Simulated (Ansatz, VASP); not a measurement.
# Ru: VASP beside Ansatz

Contents of POSCAR:

```
Ru
1.0
    2.7147894348      0.0000000000      0.0000000000
   -1.3573947174      2.3510770804      0.0000000000
    0.0000000000      0.0000000000      4.2961256859
Ru
2
Direct
    0.3333333333      0.6666666667      0.2500000000
    0.6666666667      0.3333333333      0.7500000000
```

Contents of INCAR.step1:

```
SYSTEM = Ru
PREC = Accurate
ENCUT = 520
ISMEAR = -1
SIGMA = 0.1
LREAL = .FALSE.
LASPH = .TRUE.
NELM = 80
NBANDS = 21
GGA = PE
ALGO = Normal
EDIFF = 1E-4
LWAVE = .TRUE.
LCHARG = .FALSE.
```

File INCAR.step2:

```
SYSTEM = Ru
PREC = Accurate
ENCUT = 520
EDIFF = 1E-6
ISMEAR = -1
SIGMA = 0.1
LREAL = .FALSE.
LASPH = .TRUE.
NELM = 80
ALGO = Normal
ISIF = 2
LWAVE = .FALSE.
LCHARG = .FALSE.
METAGGA = R2SCAN
LMIXTAU = .TRUE.
NBANDS = 21
ISTART = 1
```

Contents of KPOINTS:

```
Automatic mesh
0
G
  12 12 7
  0 0 0
```

Input for Ansatz:

```yaml
crystal:
  lattice:
    - [2.7147894348081847, 0.0, 0.0]
    - [-1.3573947174040923, 2.351077080445909, 0.0]
    - [0.0, 0.0, 4.296125685898872]
  atoms:
    - { symbol: Ru, position: [0.3333333333333333, 0.6666666666666666, 0.25] }
    - { symbol: Ru, position: [0.6666666666666666, 0.3333333333333333, 0.75] }
basis:
  ecutwfc: 600.0
kpoints:
  mp_grid:
    grid: [12, 12, 7]
hamiltonian:
  xc: r2scan
scf:
  convergence:
    dr2_threshold: 1.0e-10
  occupations:
    method: fermi_dirac
    width: 0.1
output:
  stress: true
```

Alike in both runs: task single point; functional r2SCAN; k mesh 12 × 12 × 7; occupations fermi-dirac, width 0.1 eV; no spin polarisation.

|  | VASP | Ansatz |
| --- | --- | --- |
| version | VASP 6.6.1 | Ansatz 0.2.0 |
| potentials or method | VASP PAW PBE potentials, release 64 (Ru_pv) | plane waves, PAW |
| plane-wave cutoff (eV) | 520 | 600 |
| valence electrons in the cell | 28 | 32 |

|  | VASP | Ansatz | Ansatz less VASP |
| --- | --- | --- | --- |
| pressure (GPa) | -3.8 | -5.2 | -1.39 |
| largest component of the traceless stress (GPa) | 0.49 | 0.59 | +0.097 |

The two sets of potentials don't hold the same shells in valence.

Caveats: the PAW data sets were made with another functional, which shifts forces and pressure a little (VASP).
